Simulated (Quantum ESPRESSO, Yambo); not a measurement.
# A GW chain in Yambo: MgO (Fm-3m), part 2 of 3

How does a plane-wave GW calculation on MgO (Fm-3m) run from the first input to the gap?

Quantum ESPRESSO 7.5 and Yambo 5.3.0; PBE and many-body steps on it, plane waves. Known limits of the many-body steps: not at the basis limit.

So far. Step 2 (Ground state): The gap is direct, at Γ. Step 3 (Bands along the symmetry lines): The gap is 4.895 eV, as in the run before at this level.

## 4. Empty states on the mesh, 8×8×8 mesh, 225 bands

Level of this step: DFT, PBE, plane waves, norm-conserving pseudopotentials (Quantum ESPRESSO).

The sums over transitions need many empty states on a uniform mesh; this step solves for them.

The input, pw.in:

```
&control
  calculation = 'nscf'
  prefix = 'x'
  outdir = 'o'
  pseudo_dir = 'pseudo'
/
&system
  ibrav = 0
  nat = 2
  ntyp = 2
  ecutwfc = 76.0
  nbnd = 225
  force_symmorphic = .true.
/
&electrons
  conv_thr = 1e-9
  electron_maxstep = 80
  diago_full_acc = .true.
  diago_thr_init = 5e-6
/
ATOMIC_SPECIES
  Mg 24.305 Mg.upf
  O 15.999 O.upf
CELL_PARAMETERS angstrom
  -0.0000000000 2.0970013927 2.0970013927
  2.0970013927 -0.0000000000 2.0970013927
  2.0970013927 2.0970013927 -0.0000000000
ATOMIC_POSITIONS crystal
  Mg 0.0000000000 0.0000000000 0.0000000000
  O 0.5000000000 0.5000000000 0.5000000000
K_POINTS automatic
  8 8 8 0 0 0
```

On the command line:

```
$ OMP_NUM_THREADS=1 mpirun -n 8 pw.x -nk 4 -in pw.in > pw.out
```

Log:

```text
[banner, memory and clock lines left out]
Program PWSCF v.7.5 starts

     Atomic positions and unit cell read from directory:
     o/x.save/

     Message from routine setup:
     using ibrav=0 with symmetry is DISCOURAGED, use correct ibrav instead

     bravais-lattice index     =            0
     lattice parameter (alat)  =       5.6042  a.u.
     unit-cell volume          =     124.4580 (a.u.)^3
     number of atoms/cell      =            2
     number of atomic types    =            2
     number of electrons       =        16.00
     number of Kohn-Sham states=          225
     kinetic-energy cutoff     =      76.0000  Ry
     charge density cutoff     =     304.0000  Ry
     Exchange-correlation= PBE
                           (   1   4   3   4   0   0   0)

     celldm(1)=   5.604187  celldm(2)=   0.000000  celldm(3)=   0.000000
     celldm(4)=   0.000000  celldm(5)=   0.000000  celldm(6)=   0.000000

     crystal axes: (cart. coord. in units of alat)
               a(1) = (  -0.000000   0.707107   0.707107 )
               a(2) = (   0.707107  -0.000000   0.707107 )
               a(3) = (   0.707107   0.707107  -0.000000 )

     reciprocal axes: (cart. coord. in units 2 pi/alat)
               b(1) = ( -0.707107  0.707107  0.707107 )
               b(2) = (  0.707107 -0.707107  0.707107 )
               b(3) = (  0.707107  0.707107 -0.707107 )
     Pseudo is Norm-conserving, Zval = 10.0
     Generated using ONCVPSP code by D. R. Hamann
     Using radial grid of 1510 points,  4 beta functions with:
     Pseudo is Norm-conserving + core correction, Zval =  6.0
     Generated using ONCVPSP code by D. R. Hamann
     Using radial grid of  936 points,  5 beta functions with:
     Mg               10.00    24.30500     Mg( 1.00)
     O                 6.00    15.99900     O ( 1.00)

     48 Sym. Ops., with inversion, found

   Cartesian axes

     site n.     atom                  positions (alat units)
         1        Mg     tau(   1) = (   0.0000000   0.0000000   0.0000000  )
         2        O      tau(   2) = (   0.7071068   0.7071068   0.7071068  )

     number of k points=    29
                       cart. coord. in units 2pi/alat
        k(    1) = (   0.0000000   0.0000000   0.0000000), wk =   0.0039062
        k(    2) = (   0.0883883   0.0883883  -0.0883883), wk =   0.0312500
        k(    3) = (   0.1767767   0.1767767  -0.1767767), wk =   0.0312500
[...]
[... 17 further rows ...]
        k(   28) = (  -0.7071068   0.1767767  -0.0000000), wk =   0.0468750
        k(   29) = (  -0.7071068   0.3535534   0.0000000), wk =   0.0234375

     Dense  grid:    11113 G-vectors     FFT dimensions: (  32,  32,  32)

     The potential is recalculated from file :
     o/x.save/charge-density

     Starting wfcs are    9 randomized atomic wfcs +  216 random wfcs

     Band Structure Calculation

     End of band structure calculation

          k = 0.0000 0.0000 0.0000 (  1411 PWs)   bands (ev):

   -64.1039 -30.8549 -30.8549 -30.8549  -9.0394   8.2133   8.2133   8.2133
    13.1082  24.2494  24.2494  24.2494  28.0510  30.0888  30.0888  32.7919
    32.7919  32.7919  46.8852  46.8852  46.8852  47.6505  59.3157  59.3157
[...]
[... 17 further rows ...]
[...]
296.8476

          k = 0.0884 0.0884-0.0884 (  1405 PWs)   bands (ev):

[...]
[... 17 further rows ...]
[...]
296.7367

          k = 0.1768 0.1768-0.1768 (  1390 PWs)   bands (ev):

[...]
136.6250 138.6922 139.5210 139.5210 141.4234 141.4234 143.7567 147.0647
     [... 17 further rows ...]
   293.5458 293.9473 293.9473 294.3713 296.4285 296.4718 296.4718 297.1154
   297.3947

          k = 0.2652 0.2652-0.2652 (  1410 PWs)   bands (ev):

     [... further k-points ...]

     highest occupied, lowest unoccupied level (ev):     8.2133   13.1082

     XML data file, pseudopotentials, collected wavefunctions
```

Wall time 29 s (8 MPI ranks of Arm Neoverse N1, shared host); peak memory 0.5 GiB; 3.9 min of CPU time.

Numbers from this step:

| Quantity | Value |
| --- | --- |
| gap | 4.895 eV |
| k of the valence top | 0, 0, 0 |
| k of the conduction bottom | 0, 0, 0 |
| least direct gap | 4.895 eV |
| k points computed | 29 |
| lowest point of the top converged band, above the valence top | 282.5542 eV |

On this mesh the gap is 4.895 eV.

## 5. Conversion and set-up

This step: Yambo 5.3.0; conversion and set-up on PBE, plane waves, norm-conserving pseudopotentials.

The states are converted to the many-body program's format and the q mesh is built.

On the command line:

```
$ (cd o/x.save; p2y > p2y.log; mv SAVE ../..); yambo > setup.log
```

Log:

```text
 Yambo, version 5.3.0

 [02] CORE Variables Setup
 =========================

  [02.01] Unit cells
  ==================

  Cell kind             :  FCC
  Atoms in the cell     :  Mg  O
  number of Mg atoms    :  1
  number of O  atoms    :  1

  List of atomic masses
  Mass of Mg    :  24.30500
  Mass of O     :  15.99900

  List of atomic coordinates    : [cc]
  Mg1       :  0.000000  0.000000  0.000000  order 1
  O1       :  3.962758  3.962758  3.962758  order 2

  Alat factors          :  3.962758  3.962758  3.962758 [a.u.]
  Direct lattice volume :  124.4580 [a.u.]
  Direct lattice vectors:  A[ 1 ]  A[ 2 ]  A[ 3 ]
   A[ 1 ]: -0.000000  1.000000  1.000000  [iru]
  -0.000000  3.962758  3.962758  [cc]
   A[ 2 ]:  1.000000 -0.000000  1.000000  [iru]
   3.962758 -0.000000  3.962758  [cc]
   A[ 3 ]:  1.000000  1.000000 -0.000000  [iru]
   3.962758  3.962758 -0.000000  [cc]

  Recip. lattice volume :  1.993044 [a.u.]
  Recip. lattice vectors:  B[ 1 ]  B[ 2 ]  B[ 3 ]
   B[ 1 ]: -0.500000  0.500000  0.500000  [iku]
  -0.792779  0.792779  0.792779  [cc]
   B[ 2 ]:  0.500000 -0.500000  0.500000  [iku]
   0.792779 -0.792779  0.792779  [cc]
   B[ 3 ]:  0.500000  0.500000 -0.500000  [iku]
   0.792779  0.792779 -0.792779  [cc]

  [02.02] Symmetries
  ==================

  Inversion symmetry    : yes
  Spatial inversion     : yes
  Inversion index       :  25
  K-space Time-reversal : no
  Magnetic symmetries   : no
  Group table correct   : yes
  Symmetries units      :  [cc]

   [S  1]:   1.0000      0.15689E-16  0.15689E-16  0.15689E-16   1.0000     -0.15689E-16 -0.15689E-16 -0.15689E-16   1.0000
   [S  2]:  -1.0000     -0.15689E-16  0.15689E-16 -0.15689E-16  -1.0000     -0.15689E-16  0.15689E-16  0.15689E-16   1.0000
   [S  3]:  -1.0000      0.15689E-16 -0.15689E-16 -0.15689E-16   1.0000      0.15689E-16  0.15689E-16 -0.15689E-16  -1.0000
[...]
[... 36 further rows ...]
   [S 47]:  0.15689E-16   1.0000     -0.15689E-16 -0.15689E-16  0.15689E-16  -1.0000       1.0000     -0.15689E-16  0.15689E-16
   [S 48]:  0.15689E-16  -1.0000      0.15689E-16 -0.15689E-16 -0.15689E-16   1.0000       1.0000      0.15689E-16 -0.15689E-16

  [02.03] Reciprocal space
  ========================

  nG shells         :  163
  nG charge         :  11113
  nG WFs            :  1875
  nC WFs            :  1411
  G-vecs. in first 16 shells:  [ Number ]
     1    9   15   27   51   59   65   89  113
   137  169  181  229  259  283  307
  ...
  Shell energy in first 16 shells:  [ mHa ]
    0.00000      942.748      1257.00      2514.00      3456.74      3770.99      5027.99      5970.74      6284.99
    7541.99      8484.74      10056.0      10998.7      11313.0      12570.0      13512.7
  ...

  [02.04] K-grid lattice
  ======================

  Compatible Grid is   : 3D
  Base K vectors       :  K_min[ 1 ]  K_min[ 2 ]  K_min[ 3 ]
[...]
K [29]         [rlu]:  0.250000 -0.500000 -0.250000
         WF components:  1384

  [02.05] Energies & Occupations
  ==============================

  [X] === General ===
  [X] Electronic Temperature                        :  0.000000  0.000000 [eV K]
  [X] Bosonic    Temperature                        :  0.000000  0.000000 [eV K]
  [X] Finite Temperature mode                       : no
  [X] El. density                                   :  0.86755E+24 [cm-3]
  [X] Fermi Level                                   :  8.213321 [eV]

  [X] === Gaps and Widths ===
  [X] Conduction Band Min                           :  4.894832 [eV]
  [X] Valence Band Max                              :  0.000000 [eV]
  [X] Filled Bands                                  :   8
  [X] Empty Bands                                   :    9  225
  [X] Direct Gap                                    :  4.894832 [eV]
  [X] Direct Gap localized at k                     :  1
  [X] Indirect Gap                                  :  4.894832 [eV]
  [X] Indirect Gap between kpts                     :  1  1
  [X] Last valence band width                       :  1.776111 [eV]
  [X] 1st conduction band width                     :  6.880121 [eV]

  E @ K [ 1]:  [eV]
   -72.317      -39.068      -39.068      -39.068      -17.253     -0.11118E-11 -0.88971E-12   0.0000
    4.89483  16.03605  16.03605  16.03605  19.83772  21.87550  21.87550  24.57859
  occ @ K [ 1]
   2.000000  2.000000  2.000000  2.000000  2.000000  2.000000  2.000000  2.000000
[...]
E @ K [ 2]:  [eV]
[...]
occ @ K [ 2]
[...]
E @ K [ 3]:  [eV]
[...]
occ @ K [ 3]
[...]
E @ K [ 8]:  [eV]
[...]
occ @ K [ 8]
[...]
E @ K [ 9]:  [eV]
[...]
occ @ K [ 9]
[...]
E @ K [10]:  [eV]
[...]
occ @ K [10]
[...]
E @ K [11]:  [eV]
[...]
occ @ K [11]
[...]
E @ K [12]:  [eV]
[...]
occ @ K [12]
[...]
E @ K [13]:  [eV]
[...]
occ @ K [13]
[...]
E @ K [14]:  [eV]
[...]
occ @ K [14]
[...]
[... 14 further k-points ...]
  E @ K [29]:  [eV]
[...]
occ @ K [29]
   2.000000  2.000000  2.000000  2.000000  2.000000  2.000000  2.000000  2.000000
   0.000000  0.000000  0.000000  0.000000  0.000000  0.000000  0.000000  0.000000

 [03] Transferred momenta grid and indexing
 ==========================================

 IBZ Q-points                                      :  29
 BZ  Q-points                                      :   512

 K/Q-points units:
 rlu = crystal or reduced units; cc = cartesian coordinates; iku = interal k-units

 Q [ 1]         [rlu]:  0.000000  0.000000  0.000000
 Q [ 2]         [rlu]: -0.32851E-17 -0.32851E-17  0.12500
 Q [ 3]         [rlu]: -0.65702E-17 -0.65702E-17  0.25000
[...]
Q [ 8]         [rlu]: -0.65702E-17  0.12500      0.37500
 Q [ 9]         [rlu]:  0.60166E-16  0.12500      0.50000
 Q [10]         [rlu]:  0.13140E-16  0.12500     -0.37500
     [... 17 further rows ...]
 Q [28]         [rlu]:  0.125000 -0.500000 -0.375000
 Q [29]         [rlu]:  0.250000 -0.500000 -0.250000

  [03.01] X indexes
  =================

   [03.01.01] Sigma indexes
   ========================

 [06] Game Over & Game summary
```

Elapsed: 2.8 s, on 1 MPI rank; peak memory 0.24 GiB.

(Part 2 of 3 ends here.)

[Paths, hosts, dates, memory and timing lines, banners, echoed tables and standing remarks are left out of the program output.]

[Logs are printed without paths, hosts, clocks, repeated set-up lines and the standing remarks that a program may print on its own settings, such as how far it seeks lower states.]

[Runs of the session that timed out or met a known fault of the program may be left out.]

[Hosts, paths, dates, database ids (printed as entryN), source tags and the programs' standing remarks are cut or masked in the printed files.]
